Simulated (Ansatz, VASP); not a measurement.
# BaS in VASP and in Ansatz

The input INCAR:

```
SYSTEM = BaS
PREC = Accurate
ENCUT = 520
EDIFF = 1E-6
ISMEAR = 0
SIGMA = 0.01
LREAL = .FALSE.
LASPH = .TRUE.
NELM = 80
ALGO = Normal
ISIF = 2
LWAVE = .FALSE.
LCHARG = .FALSE.
GGA = PE
NBANDS = 15
```

The input KPOINTS:

```
Automatic mesh
0
G
  4 4 4
  0 0 0
```

POSCAR

```
BaS
1.0
    0.0000000000      3.1937500000      3.1937500000
    3.1937500000      0.0000000000      3.1937500000
    3.1937500000      3.1937500000      0.0000000000
Ba S
1 1
Direct
    0.9832427789      0.0168372211      0.0271627789
    0.4703200000      0.4911500000      0.5464300000
```

Input for Ansatz:

```yaml
crystal:
  lattice:
    - [0.0, 3.19375, 3.19375]
    - [3.19375, 0.0, 3.19375]
    - [3.19375, 3.19375, 0.0]
  atoms:
    - { symbol: Ba, position: [0.9832427788649707, 0.016837221135029355, 0.027162778864970646] }
    - { symbol: S, position: [0.47032, 0.49115, 0.54643] }
basis:
  ecutwfc: 540.0
  xc_grid: 2
kpoints:
  mp_grid:
    grid: [4, 4, 4]
hamiltonian:
  xc: pbe
scf:
  convergence:
    dr2_threshold: 1.0e-09
  occupations:
    method: fixed
output:
  forces: true
  stress: true
```

Alike in both runs: task single point; functional PBE; k mesh 4 × 4 × 4; no spin polarisation.

|  | VASP | Ansatz |
| --- | --- | --- |
| version | VASP 6.6.1 | Ansatz 0.2.0 |
| potentials or method | VASP PAW PBE potentials, release 64 (Ba_sv, S) | plane waves, PAW |
| plane-wave cutoff (eV) | 520 | 540 |
| occupations | gaussian, width 0.01 eV | fixed |
| valence electrons in the cell | 16 | 16 |

Ansatz gave:

| Quantity | Value |
| --- | --- |
| pressure (GPa) | 1.0 |
| largest component of the traceless stress (GPa) | 0.42 |
| rms of the force components (eV/Å) | 0.144 |

Q: Which values does VASP return?

A: Pressure (GPa): 1.6; largest component of the traceless stress (GPa): 0.46; rms of the force components (eV/Å): 0.157.

Atom by atom the forces differ by 0.013 eV/Å (rms over components). Ansatz warned: «stress_scf_threshold_loose».

Caveats: the k mesh is coarse (spacing up to 0.43 Å⁻¹), so the values aren't converged. A k mesh can miss the band edges.
